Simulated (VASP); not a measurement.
**Bi: equation of state with PBEsol**

Crystal: Bi.

```
Bi
1.0
    -1.98143    1.98143    1.98143
     1.98143   -1.98143    1.98143
     1.98143    1.98143   -1.98143
Bi
1
Direct
  0.00000 0.00000 0.00000
```

This isn't the form of Bi at room conditions, which is rhombohedral.

```
Program                : VASP 6.6.1
Task                   : equation of state
Functional             : PBEsol
Potentials or basis    : VASP PAW PBE potentials, release 64 (Bi_d)
Cutoff                 : 520 eV
k mesh                 : 9 × 9 × 9
Occupations            : fermi-dirac, width 0.05 eV
Spin                   : no spin polarisation
Ladder                 : free
Further INCAR settings : ALGO = Normal; EDIFF = 1e-07; NBANDS = 14
```

* Equilibrium volume: 30.05 Å³/atom
* Bulk modulus: 60 GPa
* Pressure derivative of the bulk modulus: 4.5

Energy against volume, from the lowest point:
| volume (Å³/atom) | energy (meV/atom) |
| --- | --- |
| 29.250 | 3.96 |
| 29.872 | 0.00 |
| 30.495 | 1.02 |
| 31.117 | 6.51 |
| 31.739 | 16.00 |
| 32.362 | 29.05 |
| 32.984 | 45.22 |

All runs of the series together: 94 s on 1 thread of Intel(R) Xeon(R) Platinum 8259CL CPU @ 2.50GHz (Skylake/Cascade Lake), with other jobs on the host.

Caveat: the PAW data sets were made with another functional, which shifts forces and pressure a little.
